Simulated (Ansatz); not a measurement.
# InSb (rocksalt type): the cost of one run

Program: Ansatz 0.2.0. Level of theory: DFT, PBE, all-electron LAPW, scalar-relativistic. These are calculated values, not measurements.

### Step 1. The starting structure

It takes space group Fm-3m (No. 225, cubic). The conventional cell has a = 5.244 Å, b = 5.244 Å, c = 5.244 Å, α = 90.00°, β = 90.00°, γ = 90.00°. Around In (site symmetry m-3m) lie 6 Sb at 2.62 Å. Around Sb (site symmetry m-3m) lie 6 In at 2.62 Å.

Structure file:

```
CELL_PARAMETERS angstrom
0.00000 2.62224 2.62224
2.62224 0.00000 2.62224
2.62224 2.62224 0.00000
ATOMIC_POSITIONS crystal
In 0.00000 0.00000 0.00000
Sb 0.50000 0.50000 0.50000
```

Atoms are numbered in the order of the input: In1, Sb2.

### Step 2. Rocksalt relaxed under pressure, LAPW

Contents of input.yaml:

```yaml
crystal:
  lattice:
    - [0.0, 2.6222445087, 2.6222445087]
    - [2.6222445087, 0.0, 2.6222445087]
    - [2.6222445087, 2.6222445087, 0.0]
  atoms:
    - { symbol: In, position: [0.0, 0.0, 0.0] }
    - { symbol: Sb, position: [0.5, 0.5, 0.5] }
kpoints:
  mp_grid: { grid: [13, 13, 13] }
scf:
  occupations: { method: fermi_dirac, width: 0.1 }
hamiltonian:
  xc: pbe
  pseudopotentials: { kind: all_electron, lapw: { basis_error: 0.0005 } }
output:
  forces: true
  stress: true
  eigenvalues: true
relax:
  f_tol: 0.005
  max_steps: 12
  cell: { p_target: 73.0, stress_tol: 0.036 }
```

Launch:

```
$ ansatz run input.yaml --threads 1 --pin off --max-ram 3584MiB --backend cpu --events-out ev --progress --plain --runs-dir out
```

What time and memory should one allow on 1 thread of Intel Xeon Platinum 8488C (Sapphire Rapids), shared host?

About 40 s, with a peak of 0.63 GiB.
